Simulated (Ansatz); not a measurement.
# Si4C: properties of a relaxed candidate

This session takes a relaxed cell of Si4C and sets out to see whether it has a gap, which orbitals make up the states near it and how charge is shared.

Computed with Ansatz 0.2.0 (DFT PBE, scalar-relativistic, plane waves, PAW, unless a step's input says otherwise).

### 1 The system as given

It takes space group Im-3m (No. 229, cubic). The conventional cell has a = 5.156 Å, b = 5.156 Å, c = 5.156 Å, α = 90.00°, β = 90.00°, γ = 90.00°. Si (site symmetry -3m) has 2 C at 2.23 Å as nearest neighbours. C (site symmetry m-3m) is surrounded by 8 Si at 2.23 Å.

As a file:

```xyz
5
Lattice="-2.5779 2.5779 2.5779 2.5779 -2.5779 2.5779 2.5779 2.5779 -2.5779" Properties=species:S:1:pos:R:3 pbc="T T T"
Si    1.2890    1.2890    1.2890
Si   -1.2890    1.2890    1.2890
Si    1.2890    1.2890   -1.2890
Si    1.2890   -1.2890    1.2890
C     0.0000    0.0000    0.0000
```

The cell was relaxed beforehand at this level, from a database cell with other species swapped in; it is a trial structure. At a tolerance of 0.05 Å it has space group Im-3m (No. 229); it has 13.71 Å³/atom, an uncorrected energy of +0.97 eV/atom over the elements.

### 2 Static run: bands, density of states and charges

input.yaml

```yaml
crystal:
  lattice:
    - [-2.5779072686, 2.5779072686, 2.5779072686]
    - [2.5779072686, -2.5779072686, 2.5779072686]
    - [2.5779072686, 2.5779072686, -2.5779072686]
  atoms:
    - { symbol: Si, position: [0.5, 0.5, 0.5] }
    - { symbol: Si, position: [0.5, 0.0, 0.0] }
    - { symbol: Si, position: [0.0, 0.0, 0.5] }
    - { symbol: Si, position: [0.0, 0.5, 0.0] }
    - { symbol: C, position: [0.0, 0.0, 0.0] }
basis:
  ecutwfc: 420
kpoints:
  mp_grid: { grid: [10, 10, 10] }
  band_path:
    path:
      - [[0.0, 0.0, 0.0], [0.5, -0.5, 0.5], [0.0, 0.0, 0.5], [0.0, 0.0, 0.0], [0.25, 0.25, 0.25], [0.5, -0.5, 0.5]]
      - [[0.25, 0.25, 0.25], [0.0, 0.0, 0.5]]
    npoints: 14
hamiltonian:
  xc: pbe
scf:
  occupations: { method: gaussian, width: 0.1 }
  n_extra_bands: 12
output:
  forces: true
  stress: true
  eigenvalues: true
  populations: true
  dos: { projected: true, de: 0.02, nscf_kmesh: { grid: [12, 12, 12] } }
  bader: true
  write_density: true
  write_potential: true
  elf: true
  volumetric_format: npy
```

Run with:

```bash
$ ansatz run input.yaml --threads 1 --pin off --max-ram 2048MiB --backend cpu --events-out ev --progress --plain --runs-dir out
```

Before running it: what results should come out? Wanted: gap; states at the Fermi level; Bader charges.

The runs gave:

| quantity | value |
| --- | --- |
| gap | none (metal) |
| states at the Fermi level | 1.56 per eV per cell |
| Bader charges | Si +0.42, C -1.68 e |

What this shows: There is no gap at this level. Of the projected weight within 0.25 eV of the Fermi level, the largest part is Si 3p (57 %) and Si 3s (23 %). Bader charges reach 1.7 e, so charge transfer in this metal is strong.
